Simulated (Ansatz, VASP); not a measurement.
# Two plane-wave programs on LiNbO3

```
Li Nb O
1.0
     2.57565    1.48705    4.62180
    -2.57565    1.48705    4.62180
     0.00000   -2.97410    4.62180
Li Nb O
2 2 6
Direct
  0.30141 0.30141 0.30141
  0.80141 0.80141 0.80141
  0.02006 0.02006 0.02006
  0.52006 0.52006 0.52006
  0.12699 0.38298 0.73976
  0.73976 0.12699 0.38298
  0.38298 0.73976 0.12699
  0.23976 0.88298 0.62699
  0.88298 0.62699 0.23976
  0.62699 0.23976 0.88298
```

Alike in both runs: functional PBE; k mesh 5 × 5 × 5; no spin polarisation.

Ansatz relaxed the structure, and its values are those at the end. VASP's run is a single point on that final structure, the one shown.

|  | VASP | Ansatz |
| --- | --- | --- |
| version | VASP 6.6.1 | Ansatz 0.2.0 |
| potentials or method | VASP PAW PBE potentials, release 64 (Li_sv, Nb_sv, O) | scalar-relativistic, plane waves, PAW |
| plane-wave cutoff (eV) | 520 | 420 |
| occupations | gaussian, width 0.01 eV | fixed |
| valence electrons in the cell | 68 | 68 |

```tsv
	VASP	Ansatz	Ansatz less VASP
gap on the k mesh at the Fermi level (eV)	3.55	3.56	+0.014
least direct gap on the mesh (eV)	3.61	3.62	+0.012
rms of the force components (eV/Å)	0.008	0.000	-0.0083
```

Ansatz warned: «stress_scf_threshold_loose».

Caveats: an odd mesh through Γ misses points on the zone boundary, where band edges often lie. As with any semilocal functional, this PBE gap is likely too small.
